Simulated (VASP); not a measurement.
These are PBEsol GGA, VASP's PBE PAW potentials (set 64) (plane waves; VASP 6.6.1) values and carry that method's errors.

Input for VASP

File POSCAR:
```
NaBr
4.1862050
  0.0000000000   0.7071068576   0.7071068576
  0.7071068576   0.0000000000   0.7071068576
  0.7071068576   0.7071068576   0.0000000000
Na Br
1 1
Cartesian
  0.0000000000   0.0000000000   0.0000000000
  0.7071068576   0.7071068576   0.7071068576
```

### INCAR
```
ALGO = Normal
EDIFF = 1E-8
ENCUT = 400
GGA = PS
IBRION = 8
ISMEAR = 0
LASPH = .True.
LCHARG = .False.
LEPSILON = .True.
LMAXMIX = 4
LREAL = .False.
LWAVE = .False.
NELM = 100
NSW = 1
PREC = Accurate
SIGMA = 0.01
SYSTEM = NaBr
```

File KPOINTS:
```
Regular mesh
0
Gamma
  8 8 8
0 0 0
```

POTCAR, in this order: Na_pv Br (PBE.64 set). Program: vasp_std.

What VASP printed:

OSZICAR:
```
...
RMM:   4    -0.359821613980E+00   -0.15817E-05   -0.10276E-05  1251   0.264E-02
RMM:   5    -0.359821761106E+00   -0.14713E-06   -0.34881E-07  1221   0.452E-03
RMM:   6    -0.359821766662E+00   -0.55568E-08   -0.24191E-08  1206   0.120E-03
 Linear response to external field (no local field effect), progress :
  Direction:   3
       N       E                     dE             d eps       ncg     rms          rms(c)
RMM:   1    -0.224107979725E+00   -0.22411E+00   -0.41780E-01  1041   0.459E+00
RMM:   2    -0.246781744704E+00   -0.22674E-01   -0.13545E-02  1209   0.795E-01
RMM:   3    -0.246854693209E+00   -0.72949E-04   -0.23688E-04  1161   0.121E-01
RMM:   4    -0.246856438725E+00   -0.17455E-05   -0.10392E-05  1208   0.269E-02
RMM:   5    -0.246856571319E+00   -0.13259E-06   -0.38467E-07  1173   0.560E-03
RMM:   6    -0.246856582109E+00   -0.10790E-07   -0.30051E-08  1140   0.154E-03
RMM:   7    -0.246856583844E+00   -0.17347E-08   -0.49094E-09   968   0.463E-04
 Linear response to external field, progress :
  Direction:   1
       N       E                     dE             d eps       ncg     rms          rms(c)
RMM:   1    -0.288690602597E+00   -0.28869E+00   -0.60276E-01  2106   0.493E+00
RMM:   2    -0.320553159070E+00   -0.31863E-01   -0.16557E-02  2516   0.838E-01    0.124E+00
RMM:   3    -0.290290460793E+00    0.30263E-01   -0.42496E-02  2218   0.941E-01    0.614E-01
RMM:   4    -0.302731771573E+00   -0.12441E-01   -0.38791E-02  2257   0.917E-01    0.148E-01
RMM:   5    -0.315298848256E+00   -0.12567E-01   -0.96527E-04  2360   0.270E-01    0.258E-02
RMM:   6    -0.314966927689E+00    0.33192E-03   -0.62987E-05  2354   0.556E-02    0.112E-02
RMM:   7    -0.315049173155E+00   -0.82245E-04   -0.12558E-05  2321   0.229E-02    0.321E-03
RMM:   8    -0.315231984058E+00   -0.18281E-03   -0.98676E-07  2245   0.908E-03    0.420E-04
RMM:   9    -0.315228582849E+00    0.34012E-05   -0.58906E-08  2561   0.249E-03    0.235E-04
RMM:  10    -0.315234656706E+00   -0.60739E-05    0.65223E-09  2402   0.715E-04    0.308E-05
RMM:  11    -0.315235022246E+00   -0.36554E-06    0.21542E-08  2199   0.246E-04    0.146E-05
RMM:  12    -0.315234784601E+00    0.23765E-06    0.15246E-09  1256   0.955E-05    0.134E-06
 Linear response to external field, progress :
  Direction:   2
       N       E                     dE             d eps       ncg     rms          rms(c)
RMM:   1    -0.288847681109E+00   -0.28885E+00   -0.60433E-01  2111   0.495E+00
RMM:   2    -0.320551885616E+00   -0.31704E-01   -0.16535E-02  2516   0.844E-01    0.124E+00
RMM:   3    -0.290282960209E+00    0.30269E-01   -0.42512E-02  2222   0.942E-01    0.614E-01
RMM:   4    -0.302738406487E+00   -0.12455E-01   -0.38914E-02  2261   0.919E-01    0.148E-01
RMM:   5    -0.315298151242E+00   -0.12560E-01   -0.97280E-04  2367   0.271E-01    0.259E-02
RMM:   6    -0.314969051744E+00    0.32910E-03   -0.64354E-05  2358   0.560E-02    0.111E-02
RMM:   7    -0.315048684795E+00   -0.79633E-04   -0.12548E-05  2328   0.230E-02    0.321E-03
RMM:   8    -0.315232074128E+00   -0.18339E-03   -0.99281E-07  2239   0.910E-03    0.414E-04
RMM:   9    -0.315228712708E+00    0.33614E-05   -0.64436E-08  2563   0.251E-03    0.232E-04
RMM:  10    -0.315234580854E+00   -0.58681E-05    0.40723E-09  2411   0.713E-04    0.313E-05
RMM:  11    -0.315234901480E+00   -0.32063E-06   -0.72677E-11  2192   0.246E-04    0.142E-05
RMM:  12    -0.315234687359E+00    0.21412E-06    0.12641E-08  1250   0.952E-05    0.145E-06
 Linear response to external field, progress :
  Direction:   3
       N       E                     dE             d eps       ncg     rms          rms(c)
RMM:   1    -0.288849410637E+00   -0.28885E+00   -0.60435E-01  2111   0.495E+00
RMM:   2    -0.320551855301E+00   -0.31702E-01   -0.16535E-02  2516   0.844E-01    0.124E+00
RMM:   3    -0.290282590001E+00    0.30269E-01   -0.42512E-02  2220   0.942E-01    0.614E-01
RMM:   4    -0.302738289305E+00   -0.12456E-01   -0.38914E-02  2262   0.919E-01    0.148E-01
RMM:   5    -0.315298139674E+00   -0.12560E-01   -0.97279E-04  2366   0.271E-01    0.259E-02
RMM:   6    -0.314969046533E+00    0.32909E-03   -0.64351E-05  2357   0.560E-02    0.111E-02
RMM:   7    -0.315048683046E+00   -0.79637E-04   -0.12548E-05  2328   0.230E-02    0.321E-03
RMM:   8    -0.315232069934E+00   -0.18339E-03   -0.99129E-07  2243   0.910E-03    0.414E-04
RMM:   9    -0.315228708231E+00    0.33617E-05   -0.61727E-08  2562   0.251E-03    0.232E-04
RMM:  10    -0.315234578580E+00   -0.58703E-05    0.75409E-09  2403   0.713E-04    0.313E-05
RMM:  11    -0.315234898293E+00   -0.31971E-06    0.20850E-08  2206   0.246E-04    0.141E-05
RMM:  12    -0.315234683450E+00    0.21484E-06   -0.21883E-09  1225   0.951E-05    0.146E-06
 Linear response DOF=           2
 Linear response progress:
  Degree of freedom:   1/  2
       N       E                     dE             d eps       ncg     rms          rms(c)
RMM:   1    -0.158520264377E+00   -0.15852E+00   -0.35707E-01  1454   0.651E+00
RMM:   2    -0.162299569226E+00   -0.37793E-02   -0.21770E-02  2039   0.121E+00    0.209E-02
RMM:   3    -0.162458741891E+00   -0.15917E-03   -0.64014E-04  2242   0.226E-01    0.927E-03
RMM:   4    -0.162510052234E+00   -0.51310E-04   -0.85242E-05  2511   0.846E-02    0.342E-03
RMM:   5    -0.162524076777E+00   -0.14025E-04   -0.25912E-06  2529   0.151E-02    0.180E-03
RMM:   6    -0.162537101090E+00   -0.13024E-04   -0.31382E-07  2409   0.580E-03    0.242E-04
RMM:   7    -0.162537599438E+00   -0.49835E-06   -0.44808E-08  2588   0.165E-03    0.179E-04
RMM:   8    -0.162536722797E+00    0.87664E-06   -0.11759E-08  2582   0.703E-04    0.139E-04
RMM:   9    -0.162537081402E+00   -0.35860E-06    0.44090E-09  2536   0.363E-04    0.232E-05
RMM:  10    -0.162537054885E+00    0.26516E-07    0.39267E-08  2776   0.169E-04    0.953E-06
RMM:  11    -0.162537041729E+00    0.13156E-07    0.27016E-08  2678   0.748E-05    0.382E-06
RMM:  12    -0.162537036029E+00    0.56999E-08    0.17004E-08  2664   0.422E-05    0.770E-07
 Linear response progress:
  Degree of freedom:   2/  2
       N       E                     dE             d eps       ncg     rms          rms(c)
RMM:   1    -0.139415676321E+00   -0.13942E+00    0.98702E-02  2606   0.199E+00
RMM:   2    -0.140283863879E+00   -0.86819E-03   -0.10447E-03  2346   0.314E-01    0.475E-02
RMM:   3    -0.140772579946E+00   -0.48872E-03   -0.10165E-04  2310   0.883E-02    0.244E-02
RMM:   4    -0.141333698908E+00   -0.56112E-03   -0.73168E-05  2226   0.610E-02    0.743E-03
RMM:   5    -0.141367291493E+00   -0.33593E-04   -0.35571E-06  2329   0.194E-02    0.243E-03
RMM:   6    -0.141359251672E+00    0.80398E-05   -0.30100E-07  2505   0.459E-03    0.144E-03
RMM:   7    -0.141350925321E+00    0.83264E-05   -0.69441E-08  2137   0.227E-03    0.612E-04
RMM:   8    -0.141354417967E+00   -0.34926E-05   -0.14323E-08  2331   0.832E-04    0.171E-04
RMM:   9    -0.141354500441E+00   -0.82474E-07   -0.30005E-09  2461   0.304E-04    0.410E-05
RMM:  10    -0.141354302928E+00    0.19751E-06   -0.85481E-09  2277   0.104E-04    0.190E-05
RMM:  11    -0.141354263611E+00    0.39317E-07    0.28678E-08  2429   0.348E-05    0.454E-06
RMM:  12    -0.141354254799E+00    0.88127E-08    0.22106E-09  2268   0.147E-05    0.273E-06
 Linear response finished
```

**OUTCAR**
```
------------------------ aborting loop because EDIFF is reached ----------------------------------------

 HEAD OF MICROSCOPIC STATIC DIELECTRIC TENSOR (INDEPENDENT PARTICLE, excluding Hartree and local field effects)
 ------------------------------------------------------
           3.236908     0.000000     0.000000
          -0.000000     3.236908     0.000000
           0.000000    -0.000000     3.236908
 ------------------------------------------------------

 MACROSCOPIC STATIC DIELECTRIC TENSOR (including local field effects in DFT)
 ------------------------------------------------------
           2.939990     0.000000    -0.000000
           0.000000     2.939990    -0.000000
           0.000000     0.000000     2.939990
 ------------------------------------------------------

 PIEZOELECTRIC TENSOR (including local field effects)  for field in x, y, z        (e  Angst)
          XX          YY          ZZ          XY          YZ          ZX
  --------------------------------------------------------------------------------
  x     0.00000     0.00000     0.00000     0.00000     0.00000     0.00000
  y     0.00000     0.00000     0.00000     0.00000     0.00000     0.00000
  z     0.00000     0.00000     0.00000     0.00000     0.00000     0.00000

 PIEZOELECTRIC TENSOR (including local field effects)  for field in x, y, z        (C/m^2)
          XX          YY          ZZ          XY          YZ          ZX
  --------------------------------------------------------------------------------
  x     0.00000     0.00000     0.00000     0.00000     0.00000     0.00000
  y     0.00000     0.00000     0.00000     0.00000     0.00000     0.00000
  z     0.00000     0.00000     0.00000     0.00000     0.00000     0.00000

 BORN EFFECTIVE CHARGES (including local field effects) (in |e|, cummulative output)
 ---------------------------------------------------------------------------------
 ion    1
    1     1.12211     0.00000     0.00000
    2    -0.00000     1.12211     0.00000
    3     0.00000     0.00000     1.12211
 ion    2
    1    -1.12211    -0.00000     0.00000
    2     0.00000    -1.12211     0.00000
    3     0.00000     0.00000    -1.12211

   1 f  =    4.224136 THz    26.541030 2PiTHz  140.902015 cm-1    17.469615 meV
             X         Y         Z           dx          dy          dz
      0.000000  0.000000  0.000000    -0.000000   -0.884748   -0.000000
      2.960094  2.960094  2.960094    -0.000000    0.466070    0.000000

   2 f  =    4.224136 THz    26.541030 2PiTHz  140.902015 cm-1    17.469615 meV
             X         Y         Z           dx          dy          dz
      0.000000  0.000000  0.000000     0.884748   -0.000000    0.000000
      2.960094  2.960094  2.960094    -0.466070    0.000000    0.000000

   3 f  =    4.224136 THz    26.541030 2PiTHz  140.902015 cm-1    17.469615 meV
             X         Y         Z           dx          dy          dz
      0.000000  0.000000  0.000000    -0.000000   -0.000000    0.884748
      2.960094  2.960094  2.960094     0.000000   -0.000000   -0.466070

   4 f/i=    0.031659 THz     0.198920 2PiTHz    1.056033 cm-1     0.130931 meV
             X         Y         Z           dx          dy          dz
      0.000000  0.000000  0.000000    -0.359126   -0.296404    0.019866
      2.960094  2.960094  2.960094    -0.681734   -0.562668    0.037712

   5 f/i=    0.031659 THz     0.198920 2PiTHz    1.056033 cm-1     0.130931 meV
             X         Y         Z           dx          dy          dz
      0.000000  0.000000  0.000000     0.039262   -0.016463    0.464122
      2.960094  2.960094  2.960094     0.074532   -0.031253    0.881049

   6 f/i=    0.031659 THz     0.198920 2PiTHz    1.056033 cm-1     0.130931 meV
             X         Y         Z           dx          dy          dz
      0.000000  0.000000  0.000000     0.294463   -0.359298   -0.037655
      2.960094  2.960094  2.960094     0.558983   -0.682061   -0.071481

 MACROSCOPIC STATIC DIELECTRIC TENSOR IONIC CONTRIBUTION
 ------------------------------------------------------
           3.403234     0.000000     0.000000
           0.000000     3.403234    -0.000000
           0.000000    -0.000000     3.403234
 ------------------------------------------------------

 ELASTIC MODULI CONTR FROM IONIC RELAXATION (kBar)
 Direction    XX          YY          ZZ          XY          YZ          ZX
 --------------------------------------------------------------------------------
 XX           0.0000      0.0000      0.0000      0.0000      0.0000      0.0000
 YY           0.0000      0.0000      0.0000      0.0000      0.0000      0.0000
 ZZ           0.0000      0.0000      0.0000      0.0000      0.0000      0.0000
 XY           0.0000      0.0000      0.0000      0.0000      0.0000      0.0000
 YZ           0.0000      0.0000      0.0000      0.0000      0.0000      0.0000
 ZX           0.0000      0.0000      0.0000      0.0000      0.0000      0.0000
 --------------------------------------------------------------------------------

 PIEZOELECTRIC TENSOR IONIC CONTR  for field in x, y, z        (C/m^2)
          XX          YY          ZZ          XY          YZ          ZX
  --------------------------------------------------------------------------------
  x     0.00000     0.00000     0.00000     0.00000     0.00000     0.00000
  y     0.00000     0.00000     0.00000     0.00000     0.00000     0.00000
  z     0.00000     0.00000     0.00000     0.00000     0.00000     0.00000
```
(Selected blocks of OUTCAR.)

The compound is NaBr in the rock salt structure. It was relaxed first.
